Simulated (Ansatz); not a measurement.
Crystal: Sb.

```xyz
2
Lattice="2.1542 1.2437 3.7580 -2.1542 1.2437 3.7580 0.0000 -2.4875 3.7580" Properties=species:S:1:pos:R:3 pbc="T T T"
Sb    0.0000    0.0000    8.6416
Sb    0.0000    0.0000    2.6324
```

| Item | Value |
| --- | --- |
| Program | Ansatz 0.2.0 |
| Task | relaxation of cell and atoms |
| Functional | exchange-only PBE |
| Potentials or basis | Ansatz PAW |
| Cutoff | 420 eV (not typed: the program's choice for these potentials) |
| k mesh | 8 × 8 × 8 |
| Occupations | fermi-dirac, width 0.05 eV |
| Spin | no spin polarisation |

At the start: volume 30.21 Å³/atom.

Q: How do energy, volume and symmetry change on relaxing?

A: It ends after 35 steps and the volume is 64.27 Å³/atom (+112.8 %); space group R-3m (No. 166, to 0.05 Å).

Step by step:
| step | energy change (eV) | largest force (eV/Å) | volume (Å³) |
| --- | --- | --- | --- |
| 1 | 0.0000 | 0.2997 | 60.41 |
| 2 | -0.4278 | 0.3943 | 69.69 |
| 3 | -0.5483 | 0.2472 | 75.72 |
| 4 | -0.6019 | 0.1215 | 77.94 |
| 5 | -0.6282 | 0.0642 | 81.22 |
| 6 | -0.6293 | 0.0105 | 82.02 |
| 7 | -0.6294 | 0.0020 | 81.92 |
| 8 | -0.6619 | 0.0056 | 81.92 |
| 9 | -0.6868 | 0.0546 | 84.16 |
| 10 | -0.7130 | 0.0262 | 87.05 |
| 11 | -0.7343 | 0.0120 | 89.40 |
| 12 | -0.7489 | 0.0278 | 91.74 |
| 13 | -0.7527 | 0.0013 | 93.27 |
| 14 | -0.7698 | 0.0035 | 93.27 |
| 15 | -0.7857 | 0.0361 | 96.14 |
| 16 | -0.7982 | 0.1396 | 98.34 |
| 17 | -0.8078 | 0.1845 | 101.47 |
| 18 | -0.8174 | 0.0019 | 103.61 |
| 19 | -0.8181 | 0.0151 | 105.95 |
| 20 | -0.8185 | 0.0024 | 105.28 |
| 21 | -0.8270 | 0.0053 | 105.28 |
| 22 | -0.8325 | 0.0038 | 107.43 |
| 23 | -0.8381 | 0.0105 | 110.30 |
| 24 | -0.8422 | 0.0105 | 113.19 |
| 25 | -0.8443 | 0.0018 | 116.21 |
| 26 | -0.8443 | 0.0098 | 118.04 |
| 27 | -0.8444 | 0.0153 | 117.44 |
| 28 | -0.8445 | 0.0004 | 117.52 |
| 29 | -0.8477 | 0.0010 | 117.52 |
| 30 | -0.8488 | 0.0004 | 119.08 |
| 31 | -0.8503 | 0.0110 | 122.07 |
| 32 | -0.8512 | 0.0130 | 125.09 |
| 33 | -0.8514 | 0.0115 | 128.16 |
| 34 | -0.8514 | 0.0012 | 128.54 |
| 35 | -0.8528 | 0.0021 | 128.54 |

Final structure:
```xyz
2
Lattice="2.2114 1.2768 7.5874 -2.2114 1.2768 7.5874 0.0000 -2.5536 7.5874" Properties=species:S:1:pos:R:3 pbc="T T T"
Sb    0.0000    0.0000   18.1508
Sb    0.0000    0.0000    4.6116
```

Caveat: the volume moved by over 15 % at a fixed basis, so the end points are rough; the plane-wave basis is chosen anew once the cell has moved, so the energies of steps on either side of that aren't comparable; the volume moved by +113 % from the deposited cell, more than functionals usually miss; the PAW data sets come from PBE, with cores solved anew for the run's functional, which leaves a small shift of forces and pressure.
